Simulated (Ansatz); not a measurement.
## A series in volume per atom on Te

Results calculated with Ansatz 0.2.0 development build, not measured. Equation of state of a cubic crystal from periodic Kohn-Sham density functional theory without spin; pressure corrected for the finite basis.

Cell of the first row (space group Im-3m, No. 229):
```
Te
1.0
     -1.8858     1.8858     1.8858
      1.8858    -1.8858     1.8858
      1.8858     1.8858    -1.8858
Te
1
Direct
  0.00000 0.00000 0.00000
```

Settings of every row: formula Te; structure type bcc; functional PBE; spin treatment none; k mesh 40x40x40; occupation method fermi-dirac; occupation width 0.061225619 eV; wave cutoff 420 eV; datasets soft-1 PAW; density cutoff ratio 4.

Limits: a cubic model structure, not a phase known at ambient conditions; no spin-orbit coupling, which can matter with elements this heavy.

| row | volume per atom (Å³) | pressure (GPa) | energy above lowest point (meV/atom) |
| --- | --- | --- | --- |
| 1 | 26.826 | 3.881 | 19.29 |
| 2 | 27.397 | 2.418 | 8.12 |
| 3 | 27.968 | 1.115 | 1.87 |
| 4 | 28.539 | ? | ? |
| 5 | 29.11 | -1.075 | 2.03 |
| 6 | 29.68 | -1.992 | 7.52 |
| 7 | 30.251 | -2.805 | 16.09 |

Question: what pressure should row 4 give?

Worked fit of pressure. Take u = (V_r/V)^(2/3) − 1 with V_r = 28.539 Å³ an atom, which is twice the finite (Eulerian) strain; such expansions in the strain, on which the Birch-Murnaghan equation of state is built, carry the rest volume and the bulk modulus. The shown rows have u = 0.04213, 0.0276, 0.01356, -0.01312, -0.0258, -0.03809. Least squares give pressure = −0.044 + 81.955 × u + 256.79 × u² + 219 × u³ GPa; a parabola predicts inner rows, each left out in turn, worse (root mean square 0.0051 against 0.00096 GPa). The rows lie off it by 0.000, 0.000, 0.000, 0.001, -0.001, 0.000. The pressure vanishes at u = 0.0005, or V = 28.52 Å³ an atom, and there the bulk modulus at fixed shape and fractions is B = −V dP/dV = (2/3)(1 + u) dP/du = 54.8 GPa. The withheld row has u = 0, so the fit gives −0.044 + 81.955 × (0) + 256.79 × (0)² + 219 × (0)³ = -0.044 GPa.

The calculation gave -0.044 GPa. The fit meets it to the printed digit.

The other values of row 4: energy above lowest point 0 meV/atom.
